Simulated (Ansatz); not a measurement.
Start from AgI in the zinc blende structure (space group F-43m, No. 216; a = 6.628 Å).

Method: PBE/PAW in Ansatz (a program for electronic structure), scalar-relativistic without spin-orbit coupling, earlier PAW set.

One thing is altered: Cu takes the place of Ag on all its sites; the structure is relaxed again.

Measured lattice parameter a: AgI 6.499 Å (temperature not stated; as listed in Subrata Jana, Abhilash Patra, Prasanjit Samal, The Journal of Chemical Physics (2018)); CuI 6.053 Å (temperature not stated; as listed in arXiv:2305.18931).

Task: How well does PBE reproduce the measured shift?

Result: With PBE the lattice parameter a moves by -0.551 Å (6.628 → 6.078) against -0.446 Å measured.

No phonon test of stability was made. The final runs are not spin-polarised.
